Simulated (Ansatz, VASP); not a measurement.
**Two plane-wave programs on LiF**

Contents of INCAR:

```
ALGO = Normal
EDIFF = 1E-6
ENCUT = 520
GGA = PE
ISIF = 2
ISMEAR = 0
LASPH = True
LCHARG = False
LREAL = False
LWAVE = False
NBANDS = 12
NELM = 100
PREC = Accurate
SIGMA = 0.02
```

KPOINTS

```
k-points
0
Gamma
  10 10 10
```

POSCAR

```
LiF
1.0
    0.0000000000      2.0343867978      2.0343867978
    2.0343867978      0.0000000000      2.0343867978
    2.0343867978      2.0343867978      0.0000000000
Li F
1 1
Direct
    0.5000000000      0.5000000000      0.5000000000
    0.0000000000      0.0000000000      0.0000000000
```

Input for Ansatz:

```yaml
crystal:
  lattice:
    - [0.0, 2.0343867978, 2.0343867978]
    - [2.0343867978, 0.0, 2.0343867978]
    - [2.0343867978, 2.0343867978, 0.0]
  atoms:
    - { symbol: Li, position: [0.5, 0.5, 0.5] }
    - { symbol: F, position: [0.0, 0.0, 0.0] }
basis:
  ecutwfc: 420
kpoints:
  mp_grid: { grid: [10, 10, 10] }
  band_path:
    path:
      - [[0.0, 0.0, 0.0], [0.5, 0.0, 0.5], [0.625, 0.25, 0.625]]
      - [[0.375, 0.375, 0.75], [0.0, 0.0, 0.0], [0.5, 0.5, 0.5], [0.5, 0.25, 0.75], [0.5, 0.0, 0.5]]
    npoints: 14
hamiltonian:
  xc: pbe
scf:
  occupations: { method: gaussian, width: 0.02 }
  n_extra_bands: 6
output:
  forces: true
  stress: true
  eigenvalues: true
  populations: true
  dos: { projected: true, de: 0.02, nscf_kmesh: { grid: [15, 15, 15] } }
  bader: true
  write_density: true
  write_potential: true
  elf: true
  volumetric_format: npy
```

The cell was built by a generator and needn't be a form met in nature.

Alike in both runs: task single point; functional PBE; k mesh 10 × 10 × 10; occupations gaussian, width 0.02 eV; no spin polarisation.

```csv
,VASP,Ansatz
version,VASP 6.6.1,Ansatz 0.2.0
potentials or method,"VASP PAW PBE potentials, release 64 (Li_sv, F)","scalar-relativistic, plane waves, PAW"
plane-wave cutoff (eV),520,420
valence electrons in the cell,10,10
```

```tsv
	VASP	Ansatz	Ansatz less VASP
gap on the k mesh at the Fermi level (eV)	8.82	8.83	+0.002
least direct gap on the mesh (eV)	8.82	8.83	+0.002
```

The functional is the same, so the differences come from potentials, cutoffs and numerics.

 PBE gaps usually lie below the measured ones, often by a third to a half. A k mesh can miss the band edges.
